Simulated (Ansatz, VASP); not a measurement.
# Two plane-wave programs on KF

```
CELL_PARAMETERS angstrom
0.00000 2.65896 2.65896
2.65896 0.00000 2.65896
2.65896 2.65896 0.00000
ATOMIC_POSITIONS crystal
K 0.00000 0.00000 0.00000
F 0.50000 0.50000 0.50000
```

Alike in both runs: task single point; functional r2SCAN; k mesh 8 × 8 × 8; no spin polarisation.

```csv
,VASP,Ansatz
version,VASP 6.6.1,Ansatz 0.2.0
potentials or method,"VASP PAW PBE potentials, release 64 (K_sv, F)","plane waves, PAW"
plane-wave cutoff (eV),520,500
occupations,"gaussian, width 0.01 eV",fixed
valence electrons in the cell,16,16
```

|  | VASP | Ansatz | Ansatz less VASP |
| --- | --- | --- | --- |
| gap on the k mesh at the Fermi level (eV) | 6.91 | 6.91 | +0.001 |
| pressure (GPa) | 0.0 | 0.0 | +0.04 |

Caveats: the PAW data sets were made with another functional, which shifts forces and pressure a little (VASP). r2SCAN opens gaps a little over a GGA but as a rule still falls short of measured ones. A k mesh can miss the band edges.
